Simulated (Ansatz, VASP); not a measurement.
# Nb in VASP and in Ansatz

INCAR

```
SYSTEM = Nb
PREC     = Accurate       ! precision mode
ENCUT    = 520            ! plane-wave cutoff, eV
EDIFF    = 1E-6           ! SCF threshold, eV
ISMEAR   = -1             ! smearing method
SIGMA    = 0.1            ! smearing width, eV
LREAL    = .False.        ! projectors in reciprocal space
LASPH    = .True.         ! aspherical terms in the spheres
NELM     = 60             ! most SCF steps
ALGO     = Normal         ! electronic algorithm
ISIF     = 2              ! what is computed and relaxed
LWAVE    = .False.        ! write WAVECAR
LCHARG   = .False.        ! write CHGCAR
GGA      = RP             ! functional
NBANDS   = 12             ! bands
```

KPOINTS

```
Automatic mesh
0
Gamma
  13 13 13
  0 0 0
```

File POSCAR:

```
Nb
1.0
    2.8429233526      0.0000000000      0.0000000000
    0.0000000000      2.8429233526      0.0000000000
    0.0000000000      0.0000000000      2.8429233526
Nb
1
Direct
    0.0000000000      0.0000000000      0.0000000000
```

Input for Ansatz:

```yaml
crystal:
  lattice:
    - [2.8429233526, 0.0, 0.0]
    - [0.0, 2.8429233526, 0.0]
    - [0.0, 0.0, 2.8429233526]
  atoms:
    - { symbol: Nb, position: [0.0, 0.0, 0.0] }
hamiltonian:
  xc: rpbe
  pseudopotentials:
    kind: paw
    azcp:
      Nb: "pseudopotentials/Nb.paw.azcp"
basis:
  ecutwfc: 420
  fft_grid_basis: typed
kpoints:
  mp_grid: { grid: [13, 13, 13], shift: [0, 0, 0] }
magnetization:
  spin_polarized: false
scf:
  occupations: { method: fermi_dirac, width: 0.1 }
  lower_state_search: "off"
output:
  stress: true
```

Alike in both runs: task single point; functional RPBE; k mesh 13 × 13 × 13; occupations fermi-dirac, width 0.1 eV; no spin polarisation.

|  | VASP | Ansatz |
| --- | --- | --- |
| version | VASP 6.6.1 | Ansatz 0.2.0 |
| potentials or method | VASP PAW PBE potentials, release 64 (Nb_sv) | plane waves (420 eV) with PAW, scalar-relativistic |
| plane-wave cutoff (eV) | 520 | 420 |
| valence electrons in the cell | 13 | 13 |

```tsv
	VASP	Ansatz	Ansatz less VASP
pressure (GPa)	-11.6	-11.4	+0.16
```

The functional is the same, so the differences come from potentials, cutoffs and numerics.

Caveats: the PAW data sets were made with another functional, which shifts forces and pressure a little (VASP).
